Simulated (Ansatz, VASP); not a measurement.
# PbSe: VASP beside Ansatz

INCAR

```
SYSTEM = PbSe
ALGO     = Normal         ! electronic algorithm
EDIFF    = 1E-6           ! SCF threshold, eV
ENCUT    = 520            ! plane-wave cutoff, eV
GGA      = PE             ! functional
ISIF     = 2              ! what is computed and relaxed
ISMEAR   = 0              ! smearing method
LASPH    = .True.         ! aspherical terms in the spheres
LCHARG   = .False.        ! write CHGCAR
LREAL    = .False.        ! projectors in reciprocal space
LWAVE    = .False.        ! write WAVECAR
NBANDS   = 17             ! bands
NELM     = 100            ! most SCF steps
PREC     = Accurate       ! precision mode
SIGMA    = 0.03           ! smearing width, eV
```

The input KPOINTS:

```
k-points
0
Gamma
  10 10 10
  0 0 0
```

The input POSCAR:

```
PbSe
1.0
    0.0000000000      3.1484527865      2.8965765636
    3.1484527865      0.0000000000      2.8965765636
    3.1484527865      3.1484527865      0.0000000000
Pb Se
1 1
Direct
    0.0000000000      0.0000000000      0.0000000000
    0.5000000000      0.5000000000      0.5000000000
```

Input for Ansatz:

```yaml
crystal:
  lattice:
    - [0.0, 3.1484527865, 2.8965765636]
    - [3.1484527865, 0.0, 2.8965765636]
    - [3.1484527865, 3.1484527865, 0.0]
  atoms:
    - { symbol: Pb, position: [0.0, 0.0, 0.0] }
    - { symbol: Se, position: [0.5, 0.5, 0.5] }
basis:
  ecutwfc: 420
kpoints:
  mp_grid: { grid: [10, 10, 10] }
hamiltonian:
  xc: pbe
scf:
  occupations: { method: gaussian, width: 0.03 }
output:
  forces: true
  stress: true
  eigenvalues: true
```

Alike in both runs: task single point; functional PBE; k mesh 10 × 10 × 10; occupations gaussian, width 0.03 eV; no spin polarisation.

|  | VASP | Ansatz |
| --- | --- | --- |
| version | VASP 6.6.1 | Ansatz 0.2.0 |
| potentials or method | VASP PAW PBE potentials, release 64 (Pb_d, Se) | scalar-relativistic, plane waves, PAW |
| plane-wave cutoff (eV) | 520 | 420 |
| valence electrons in the cell | 20 | 30 |

Ansatz gave:

| Quantity | Value |
| --- | --- |
| gap on the k mesh at the Fermi level (eV) | 0.08 |
| least direct gap on the mesh (eV) | 0.08 |
| pressure (GPa) | 3.5 |
| largest component of the traceless stress (GPa) | 8.28 |

Task: Estimate VASP's values.

Result: gap on the k mesh at the Fermi level (eV): 0.08; least direct gap on the mesh (eV): 0.08; pressure (GPa): 3.5; largest component of the traceless stress (GPa): 8.30.

The functional is the same, so the differences come from potentials, cutoffs and numerics. The two sets of potentials don't hold the same shells in valence.

Caveats: spin-orbit coupling is left out, which as a rule narrows the gap of such compounds by several tenths of an eV.
